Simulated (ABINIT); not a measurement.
Write the native input for ABINIT 10.8.3 (patched build) that does the following.

```yaml
Task: band structure
Functional: LDA
Potentials_or_basis: JTH PAW LDA v2.0
Cutoff: 408 eV
k_mesh: 8 × 8 × 4
Occupations: fermi-dirac, width 0.05 eV
Spin: no spin polarisation
Fine-grid_cutoff: 816.342 eV
```

The system is TiTe2.

```
Te Ti
1.0
     3.77700    0.00000    0.00000
    -1.88850    3.27098    0.00000
     0.00000    0.00000    6.49800
Te Ti
2 1
Direct
  0.33333 0.66667 0.73720
  0.66667 0.33333 0.26280
  0.00000 0.00000 0.00000
```

These files were run (other wordings do the same):

run.abi

```
# Datasets: ground state, then fixed potential
ndtset 2

# Pseudopotentials
pp_dirpath "./"
pseudos "Te.LDA_PW-JTH.xml, Ti.LDA_PW-JTH.xml"

# Structure
acell 3.777 3.777 6.498 Angstrom
rprim
     1.0000000000     0.0000000000     0.0000000000
    -0.5000000000     0.8660254038     0.0000000000
     0.0000000000     0.0000000000     1.0000000000
ntypat 2
znucl 52 22
natom 3
typat 1 1 2
xred
     0.3333333333     0.6666666667     0.7372000000
     0.6666666667     0.3333333333     0.2628000000
     0.0000000000     0.0000000000     0.0000000000

# Plane-wave basis
ecut 15.0
pawecutdg 30.0

# Exchange and correlation
ixc 7

# Bands and occupations
occopt 3
tsmear 0.00183747

# SCF cycle
nstep 100

# Output
iomode 3
prtwf 0
prteig 0
prtebands 0
enunit 1
prtden1 1

# Dataset 1
kptopt1 1
ngkpt1 8 8 4
nshiftk1 1
shiftk1 0.0 0.0 0.0
nband1 16
tolvrs1 1.0e-9

# Dataset 2: bands along G-M-K-G-A-L-H-A
iscf2 -2
getden2 1
nband2 20
nbdbuf2 2
tolwfr2 1.0e-12
kptopt2 -7
ndivsm2 8
prteig2 1
prtvol2 -3
kptbounds2
     0.0000000000     0.0000000000     0.0000000000
     0.5000000000     0.0000000000     0.0000000000
     0.3333333333     0.3333333333     0.0000000000
     0.0000000000     0.0000000000     0.0000000000
     0.0000000000     0.0000000000     0.5000000000
     0.5000000000     0.0000000000     0.5000000000
     0.3333333333     0.3333333333     0.5000000000
     0.0000000000     0.0000000000     0.5000000000
```

Potentials or basis: JTH PAW LDA v2.0.

Launch:

```bash
$ abinit run.abi > log 2>&1
```

Results of the run:

| Property | Result |
| --- | --- |
| Pressure | -3.9 GPa |
| Largest force | 0.285 eV/Å |
| Band gap on the k mesh | none (metal or under the smearing width) |
| Valence electrons inside the program's atomic spheres | Te 3.17; Ti 10.10 |

Caveat: spin-orbit coupling is left out, which moves the levels of the heavy elements.

It took 2.5 min on 1 thread of Arm Neoverse N1, with other jobs on the host, peak memory 0.12 GiB.
